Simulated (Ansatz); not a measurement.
As in Ansatz: the effect of functional

Crystal: As.

```
As
1.0
     1.80033   -5.42567    0.00000
     1.80033    5.42567    0.00000
     0.00000    0.00000    4.40959
As
4
Cartesian
  1.8003 1.1936 2.4694
  1.8003 -4.2320 4.1450
  1.8003 -1.1936 1.9402
  1.8003 4.2320 0.2646
```

This isn't the form of As at room conditions, which is rhombohedral.

The cell isn't the ideal one: volume scaled by 0.96.

Alike in all runs:

| Item | Value |
| --- | --- |
| Program | Ansatz 0.2.0 |
| Task | single point |
| Potentials or basis | Ansatz PAW |
| k mesh | 8 × 8 × 6 |
| Occupations | fermi-dirac, width 0.05 eV |
| Spin | no spin polarisation |

```csv
functional,cutoff,gap on the mesh (eV),pressure (GPa),largest force (eV/Å)
LDA,420 eV (not typed: the program's choice for these potentials),none,1.1,0.23
PBEsol,420 eV (not typed: the program's choice for these potentials),none,2.8,0.34
r2SCAN,500 eV (not typed: the program's choice for these potentials),?,?,?
```

Question: What does the run with functional r2SCAN give?

Answer: gap on the mesh 0.18 eV; pressure 4.7 GPa; largest force 0.18 eV/Å.

Caveats: the PAW data sets come from PBE, with cores solved anew for the run's functional, which leaves a small shift of forces and pressure.

A k mesh can miss the band edges.

A gap of «none» marks a metal or a gap under the smearing width.

Runs at the PBE level aren't shown here.
